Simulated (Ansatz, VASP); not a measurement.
# Mg: VASP beside Ansatz

INCAR

```
SYSTEM = Mg
PREC = Accurate
ENCUT = 600
EDIFF = 1E-7
ISMEAR = -1
SIGMA = 0.05
LREAL = .FALSE.
LASPH = .TRUE.
NELM = 60
ALGO = Normal
ISIF = 3
LWAVE = .FALSE.
LCHARG = .FALSE.
GGA = CA
IBRION = 2
NSW = 40
EDIFFG = -0.02
```

The input KPOINTS:

```
regular mesh
0
G
  10 10 5
  0 0 0
```

The input POSCAR:

```
Mg
1.0
    3.2093000000      0.0000000000      0.0000000000
   -1.6046500000      2.7793353284      0.0000000000
    0.0000000000      0.0000000000      5.2103000000
Mg
2
Direct
    0.6666666667      0.3333333333      0.7500000000
    0.3333333333      0.6666666667      0.2500000000
```

File input.yaml:

```yaml
crystal:
  lattice:
    - [3.2093, 0.0, 0.0]
    - [-1.60465, 2.7793353284, 0.0]
    - [0.0, 0.0, 5.2103]
  atoms:
    - { symbol: Mg, position: [0.6666666667, 0.3333333333, 0.75] }
    - { symbol: Mg, position: [0.3333333333, 0.6666666667, 0.25] }
hamiltonian:
  xc: lda
  pseudopotentials: { kind: paw }
kpoints:
  mp_grid: { grid: [10, 10, 5] }
scf:
  occupations: { method: fermi_dirac, width: 0.05 }
output:
  forces: true
  stress: true
relax:
  f_tol: 0.01
  max_steps: 40
  cell: { stress_tol: 0.05 }
```

Alike in both runs: task relaxation of cell and atoms; functional LDA; k mesh 10 × 10 × 5; occupations fermi-dirac, width 0.05 eV; no spin polarisation.

```csv
,VASP,Ansatz
version,VASP 6.6.1,Ansatz 0.2.0
potentials or method,"VASP PAW LDA potentials, release 64 (Mg)",Ansatz PAW
plane-wave cutoff (eV),600,420
valence electrons in the cell,4,20
```

Ansatz gave:

| Quantity | Value |
| --- | --- |
| relaxed volume (Å³/atom) | 21.69 |
| relaxed cell length with the largest relative difference (Å) | 3.106 |
| energy change over the relaxation (meV/atom) | -15 |

**Question.** Estimate VASP's values.

**Answer.** Relaxed volume (Å³/atom): 21.43; relaxed cell length with the largest relative difference (Å): 3.094; energy change over the relaxation (meV/atom): -18.

The two sets of potentials don't hold the same shells in valence.

Caveats: the plane-wave basis is chosen anew once the cell has moved, so the energies of steps on either side of that aren't comparable (Ansatz); the PAW data sets come from PBE, with cores solved anew for the run's functional, which leaves a small shift of forces and pressure (Ansatz). LDA usually gives volumes a few per cent too small. Zero-point motion and thermal expansion aren't in these numbers.
